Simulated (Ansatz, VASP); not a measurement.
## Al in VASP and in Ansatz

INCAR

```
SYSTEM = Al
  PREC = Accurate
  ENCUT = 600
  EDIFF = 1E-6
  ISMEAR = 0
  SIGMA = 0.1
  LREAL = .FALSE.
  LASPH = .TRUE.
  NELM = 60
  ALGO = Normal
  ISIF = 3
  LWAVE = .FALSE.
  LCHARG = .FALSE.
  GGA = PE
  IVDW = 12
  IBRION = 2
  NSW = 80
  EDIFFG = -0.01
```

File KPOINTS:

```
Automatic mesh
0
G
  18 18 18
  0 0 0
```

File POSCAR:

```
Al
1.0
    0.0000000000      1.9939041449      1.9939041449
    1.9939041449      0.0000000000      1.9939041449
    1.9939041449      1.9939041449      0.0000000000
Al
1
Direct
    0.0000000000      0.0000000000      0.0000000000
```

Input for Ansatz:

```yaml
crystal:
  lattice:
    - [0.0, 1.9939041449, 1.9939041449]
    - [1.9939041449, 0.0, 1.9939041449]
    - [1.9939041449, 1.9939041449, 0.0]
  atoms:
    - { symbol: Al, position: [0.0, 0.0, 0.0] }
basis:
  ecutwfc: 420
kpoints:
  mp_grid: { grid: [18, 18, 18] }
hamiltonian:
  xc: pbe
  dispersion: d3bj
scf:
  occupations: { method: gaussian, width: 0.1 }
output:
  forces: true
  stress: true
  eigenvalues: true
relax:
  adjacent_minimum: "off"
  f_tol: 0.01
  max_steps: 60
  cell: { stress_tol: 0.1 }
```

Alike in both runs: task relaxation of cell and atoms; functional PBE; dispersion D3(BJ); k mesh 18 × 18 × 18; occupations gaussian, width 0.1 eV; no spin polarisation.

|  | VASP | Ansatz |
| --- | --- | --- |
| version | VASP 6.6.1 | Ansatz 0.2.0 |
| potentials or method | VASP PAW PBE potentials, release 64 (Al) | scalar-relativistic, plane waves, PAW |
| plane-wave cutoff (eV) | 600 | 420 |
| valence electrons in the cell | 3 | 3 |

Ansatz gave:

- gap on the k mesh at the Fermi level, each at its own relaxed structure (eV): none
- relaxed volume (Å³/atom): 15.79
- relaxed cell length with the largest relative difference (Å): 2.816

**Question.** What did VASP give for the same quantities?

**Answer.** gap on the k mesh at the Fermi level, each at its own relaxed structure (eV): none; relaxed volume (Å³/atom): 15.77; relaxed cell length with the largest relative difference (Å): 2.815.

A gap of «none» marks a metal or a gap that the smearing closes.

Caveats: pairwise dispersion overbinds metals, which lowers pressure and volume.
